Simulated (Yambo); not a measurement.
# GaN in Yambo: convergence with bands in self energy

GaN:

```xyz
2
Lattice="0.0000 2.2535 2.2535 2.2535 0.0000 2.2535 2.2535 2.2535 0.0000" Properties=species:S:1:pos:R:3 pbc="T T T"
Ga    0.0000    0.0000    0.0000
N     1.1268    1.1268    1.1268
```

The cell is a database's computed one.

```yaml
Program: Yambo 5.3.0
Task: G0W0 quasiparticle levels
Functional: PBE
Potentials_or_basis: PseudoDojo 0.4 SR PBE stringent
Cutoff: 1551 eV
Density_cutoff: 6204 eV
k_mesh: 6 × 6 × 6
Occupations: fixed
Spin: no spin polarisation
k_mesh_of_the_self-consistent_run: 10 × 10 × 10
Random_integration_of_the_Coulomb_term: yes
Direction_of_the_field_or_of_q_to_0: x + y + z
Broadening: 0.1 eV
States_corrected: Γ and the k points of the band edges
Frequency_dependence_of_W: plasmon pole
Terminator_of_the_band_sum_in_the_self-energy: none
Quasiparticle_equation: linearised (Newton)
Imaginary_frequency_of_the_plasmon-pole_fit: 27.2114 eV
Bands_in_the_response: 313
Bands_in_the_self-energy: 33
Cutoff_of_the_response_matrix: 12 Ry
Cutoff_of_exchange_and_Vxc: 114 Ry
Bands_corrected_first_last: "[11, 14]"
```

These are the settings of the first run; the series varies bands in self energy, with any setting tied to it.

```
bands in self energy  quasiparticle gap at the points computed (eV)
                  33                                          2.415
                  53                                          2.487
                  93                                          2.566
                 313                                          2.634
```

Not settled before the last step: the quasiparticle gap at the points computed (to 0.05 eV). The tightest run that finished is the yardstick and may itself not be fully converged.

Caveat, for the tightest run too: this version prints the column dSc/dw multiplied by 27.2.
